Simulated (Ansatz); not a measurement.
# BN: the cost of one run

Computed with Ansatz 0.2.0 (DFT PBE, scalar-relativistic, plane waves, PAW, unless a step's input says otherwise).

4 further runs of the same task are left out: 4 set aside as unsound or not needed.

**1. The starting structure**

Symmetry: Cmcm, No. 63, orthorhombic system. The conventional cell has a = 3.080 Å, b = 8.116 Å, c = 3.067 Å, α = 90.00°, β = 90.00°, γ = 90.00°. Around B (site symmetry m2m) lie 7 N at 2.24 to 2.38 Å. N (site symmetry m2m) has 2 N at 1.98 Å and 5 B at 2.24 to 2.25 Å as nearest neighbours.

Structure file:

```
B N
1.0
     1.54021   -4.05799    0.00000
     1.54021    4.05799    0.00000
     0.00000    0.00000    3.06733
B N
2 2
Direct
  0.35440 0.64560 0.75000
  0.64560 0.35440 0.25000
  0.07760 0.92240 0.75000
  0.92240 0.07760 0.25000
```

This is candidate A: ZrSi type (Cmcm, No. 63).

(A quick probe on a coarse mesh, which set the mesh and smearing, is not shown.)

**3. Coarse relaxation (candidate A)**

input.yaml reads:

```yaml
crystal:
  lattice:
    - [1.5402108943, -4.057989224, 0.0]
    - [1.5402108943, 4.057989224, 0.0]
    - [0.0, 0.0, 3.0673275409]
  atoms:
    - { symbol: B, position: [0.3544, 0.6456, 0.75] }
    - { symbol: B, position: [0.6456, 0.3544, 0.25] }
    - { symbol: "N", position: [0.0776, 0.9224, 0.75] }
    - { symbol: "N", position: [0.9224, 0.0776, 0.25] }
basis:
  ecutwfc: 420
kpoints:
  mp_grid: { grid: [6, 6, 6] }
hamiltonian:
  xc: pbe
scf:
  occupations: { method: gaussian, width: 0.1 }
  lower_state_search: "off"
output:
  forces: true
  stress: true
  eigenvalues: true
relax:
  adjacent_minimum: "off"
  f_tol: 0.04
  max_steps: 70
  cell: { stress_tol: 0.4 }
```

On the command line:

```sh
ansatz run input.yaml --threads 1 --pin off --max-ram 2560MiB --backend cpu --events-out ev --progress --plain --runs-dir out
```

**Question.** How long does this run take on 1 thread of Arm Neoverse V1, shared host, and how much memory does it need?

About 46 s, with a peak of 0.31 GiB.
